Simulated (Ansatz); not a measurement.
Crystal: Cs2AgBiBr6.

```
Bi Cs Ag Br
1.0
     0.00000    5.61610    5.61610
     5.61610    0.00000    5.61610
     5.61610    5.61610    0.00000
Bi Cs Ag Br
1 2 1 6
Direct
  0.00000 0.00000 0.00000
  0.75000 0.75000 0.75000
  0.25000 0.25000 0.25000
  0.50000 0.50000 0.50000
  0.74945 0.74945 0.25055
  0.25055 0.25055 0.74945
  0.74945 0.25055 0.25055
  0.74945 0.25055 0.74945
  0.25055 0.74945 0.74945
  0.25055 0.74945 0.25055
```

Program: Ansatz 0.2.0. Alike in all runs: potentials or basis Ansatz PAW; no spin polarisation; cell as given; k mesh 4 × 4 × 4.

Task: Order these runs on this cell by their pressure, lowest first.
A. level revPBE; cutoff (eV) 420; smearing fermi-dirac 0.05 eV
B. level LDA; cutoff (eV) 420; smearing fixed; level lda; run kind scf
C. level r2SCAN; cutoff (eV) 500; smearing fixed; level r2scan; run kind scf

Result: B (-1.5 GPa), C (1.0 GPa), A (3.1 GPa).

Caveats: the PAW data sets come from PBE, with cores solved anew for the run's functional, which leaves a small shift of forces and pressure; the potentials were made for another functional, which shifts forces and pressure (some runs); the density of states is complete only up to the lowest level of the last band computed (some runs).

Not every run made on this cell is shown here.
